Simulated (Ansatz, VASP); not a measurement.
SrCl2: VASP beside Ansatz

INCAR

```
SYSTEM = SrCl2
PREC = Accurate ; ENCUT = 520
EDIFF = 1E-7 ; ISMEAR = -1
SIGMA = 0.03 ; LREAL = .False.
LASPH = .True. ; NELM = 100
ALGO = Normal ; ISIF = 2
LWAVE = .False. ; LCHARG = .True.
GGA = PS ; LELF = .True.
LVHAR = .True. ; NBANDS = 19
```

The input KPOINTS:

```
Automatic mesh
0
Gamma
  7 7 7
  0 0 0
```

File POSCAR:

```
SrCl2
1.0
    0.0000000000      2.7777512909      2.7777512909
    2.7777512909      0.0000000000      2.7777512909
    2.7777512909      2.7777512909      0.0000000000
Sr Cl
1 2
Direct
    0.0000000000      0.0000000000      0.0000000000
    0.7500000000      0.7500000000      0.7500000000
    0.2500000000      0.2500000000      0.2500000000
```

Input for Ansatz:

```yaml
crystal:
  lattice:
    - [0.0, 2.7777512909, 2.7777512909]
    - [2.7777512909, 0.0, 2.7777512909]
    - [2.7777512909, 2.7777512909, 0.0]
  atoms:
    - { symbol: Sr, position: [0.0, 0.0, 0.0] }
    - { symbol: Cl, position: [0.75, 0.75, 0.75] }
    - { symbol: Cl, position: [0.25, 0.25, 0.25] }
kpoints:
  mp_grid: { grid: [7, 7, 7] }
  band_path:
    path:
      - [0.0, 0.0, 0.0]
      - [0.5, 0.0, 0.5]
      - [0.625, 0.25, 0.625]
      - [0.375, 0.375, 0.75]
      - [0.0, 0.0, 0.0]
      - [0.5, 0.5, 0.5]
      - [0.5, 0.25, 0.75]
      - [0.5, 0.0, 0.5]
    npoints: 6
scf:
  occupations: { method: fermi_dirac, width: 0.03 }
hamiltonian:
  xc: pbesol
  pseudopotentials: { kind: all_electron, lapw: { basis_error: 0.001 } }
output:
  forces: true
  stress: true
  eigenvalues: true
  populations: true
```

Change from the starting cell: volume scaled by 0.5, LAPW.

Alike in both runs: task single point; functional PBEsol; k mesh 7 × 7 × 7; occupations fermi-dirac, width 0.03 eV; no spin polarisation.

|  | VASP | Ansatz |
| --- | --- | --- |
| version | VASP 6.6.1 | Ansatz 0.2.0 |
| potentials or method | VASP PAW PBE potentials, release 64 (Sr_sv, Cl) | all-electron LAPW, scalar-relativistic |
| plane-wave cutoff (eV) | 520 | see its input |

```tsv
	VASP	Ansatz	Ansatz less VASP
gap on the k mesh at the Fermi level (eV)	3.87	3.92	+0.043
pressure (GPa)	106.0	103.2	-2.76
```

Ansatz ran all-electron here, so the differences hold the error of VASP's frozen core and of both bases.

Caveats: the cell as given lies far from equilibrium; so large a pressure means that the cell lies far from this level's equilibrium, or that cutoff or potentials fall short (VASP); the potentials were made for another functional, which shifts forces and pressure (VASP); an odd mesh through Γ misses points on the zone boundary, where band edges often lie.
